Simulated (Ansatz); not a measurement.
# InN (zinc blende): frozen-phonon scan

Starting cell, InN (zinc blende):

```xyz
4
Lattice="0.0000 4.9992 4.9992 2.4996 0.0000 2.4996 2.4996 2.4996 0.0000" Properties=species:S:1:pos:R:3 pbc="T T T"
N      3.7494     3.7494     3.7494
N      3.7494     6.2490     6.2490
In     0.0000     0.0000     0.0000
In     2.4996     4.9992     2.4996
```

A phonon eigenvector at L = (0.5, 0.0, 0.0) is frozen into this cell: atom i moves by Q times the vector below, so Q is the largest atomic displacement, in Å. The cell is held. (q is in reciprocal vectors of the primitive cell; the cell shown is doubled to hold the pattern.)

| atom | x | y | z |
|---|---|---|---|
| N1 | 0.577 | -0.577 | -0.577 |
| N2 | -0.577 | 0.577 | 0.577 |
| In3 | -0.016 | 0.016 | 0.016 |
| In4 | 0.016 | -0.016 | -0.016 |

Level of theory: r2SCAN (plane waves to 500 eV, PAW, scalar-relativistic; Ansatz, an electronic-structure program). k mesh 11×11×11 (Γ-centred), Fermi-Dirac smearing 0.05 eV. E stands for the smeared free energy. Stress and pressure are positive under compression. With partly filled bands, energies and forces of such displacements shift with the k mesh and the smearing. At this level the bands of InN touch or barely overlap; measurements give the solid a gap. InN was relaxed with its symmetry unable to fall. The zero of ΔE is the undisplaced structure.

```
Q (Å)   ΔE (eV/cell)  −dE/dQ from forces (eV/Å)  P (GPa)
------  ------------  -------------------------  -------
-0.280         1.457                     11.081      7.6
-0.233         0.992                      8.884      5.2
-0.187         0.625                      6.886      3.3
-0.140         0.347                      5.040      1.8
-0.093         0.153                      3.301      0.8
-0.047         0.038                      1.634      0.2
0.000          0.000                      0.000      0.0
0.047          0.038                     -1.634      0.2
0.093          0.153                     -3.301      0.8
0.140          0.347                     -5.040      1.8
0.187          0.625                     -6.886      3.3
0.233          0.992                     -8.884      5.2
0.280          1.457                    -11.081      7.6
```

What the scan shows:

The energy at Q = 0.280 Å comes out as 1457 meV/cell. Space group of the distorted cell: R3m (No. 160), lowered from F-43m. Symmetry of the curve: even: the same for both signs. Shape of the curve: a single well with its minimum at or next to zero displacement. Harmonic wavenumber from the curvature (finite differences): 580 cm⁻¹. Wavenumber by perturbation theory (DFPT, on another k mesh): 580 cm⁻¹.

(For displaced atoms, the force is minus the slope of the energy, and its curvature is a force constant, which sets phonon frequencies.)
